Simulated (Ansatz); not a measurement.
Structure: SrCl2 in the fluorite structure, at its r2SCAN minimum. Space group Fm-3m (No. 225), cubic; conventional cell a = 6.995 Å, 28.53 Å³ an atom. Around Sr lie 8 Cl at 3.03 Å; around Cl lie 4 Sr at 3.03 Å.

```cif
data_structure
_symmetry_space_group_name_H-M 'Fm-3m'
_symmetry_Int_Tables_number 225
_cell_length_a 6.9954
_cell_length_b 6.9954
_cell_length_c 6.9954
_cell_angle_alpha 90.000
_cell_angle_beta 90.000
_cell_angle_gamma 90.000
_cell_volume 342.33
loop_
_atom_site_label
_atom_site_type_symbol
_atom_site_symmetry_multiplicity
_atom_site_Wyckoff_symbol
_atom_site_fract_x
_atom_site_fract_y
_atom_site_fract_z
_atom_site_occupancy
Sr1 Sr 4 a 0.00000 0.00000 0.00000 1
Cl1 Cl 8 c 0.25000 0.75000 0.75000 1
```

The questions ask for values computed with Ansatz on this geometry. No spin polarisation and no zero-point or thermal motion.

(1) What gap does PBE give, and where are the band edges?

(2) Estimate the gap with r2SCAN on 6×6×6.

(3) What does PBE0 give for the gap (4×4×4 mesh)?

(4) What does G0W0@PBE with 255 empty bands, a screening cutoff of 120 eV and a 4×4×4 mesh give?

(5) Roughly how does the cost of the HSE06 run (4×4×4) compare with r2SCAN's (6×6×6)?

Results:

(1) With PBE the valence top lies at X and the conduction bottom at Γ, 5.31 eV higher; the smallest vertical gap, at X, is 5.51 eV.

(2) r2SCAN gives an indirect gap of 5.94 eV, from X to Γ; the least direct gap is 5.99 eV at X. The gap differs by +0.63 eV from PBE's.

(3) The PBE0 gap is indirect, 7.32 eV (X to Γ), below the direct gap of 7.58 eV at X. The gap differs by +2.01 eV from PBE's.

(4) 7.41 eV (PBE's gap over the path plus the quasiparticle shift read on the mesh). The quasiparticle gap on this mesh is 7.41 eV (X to Γ), against 5.31 eV from PBE: +2.10 eV. Renormalisation factors Z lie between 0.79 and 0.85. G0W0 values are finite-basis, finite-mesh values.

(5) About 10 times as much (60 core-seconds against 6 core-seconds, on a shared machine).

The meshes of the hybrids are coarse, so their gaps aren't converged to the digits shown.
